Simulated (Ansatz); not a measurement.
The parent structure is ZnTe in the zinc blende structure (space group F-43m, No. 216).

```xyz
2
Lattice="0.0000 3.0567 3.0567 3.0567 0.0000 3.0567 3.0567 3.0567 0.0000" Properties=species:S:1:pos:R:3 pbc="T T T"
Te     4.5851     4.5851     4.5851
Zn     0.0000     0.0000     0.0000
```

Cartesian axes are those of the cell as printed.

Method: plane-wave PAW DFT at the r2SCAN level (Ansatz, a program for electronic structure, 500 eV), no SOC.

Before the change:

The gap character comes out as direct at Γ.

One thing is altered: tensor shear ε_yz = +1.95 % (engineering shear γ = 0.0390), atoms relaxed at fixed cell.

Problem. What does the calculation give for the gap character and energy relative to the base after the change?

Solution. The gap character is still direct at Γ; the energy grows by 4.6 meV/atom.

With Te present, leaving out spin-orbit coupling can change the band edges. The cells carry an imposed strain or load. Whether these cells are dynamically stable was not tested. Labels are those of the standard path for the cell's own space group.
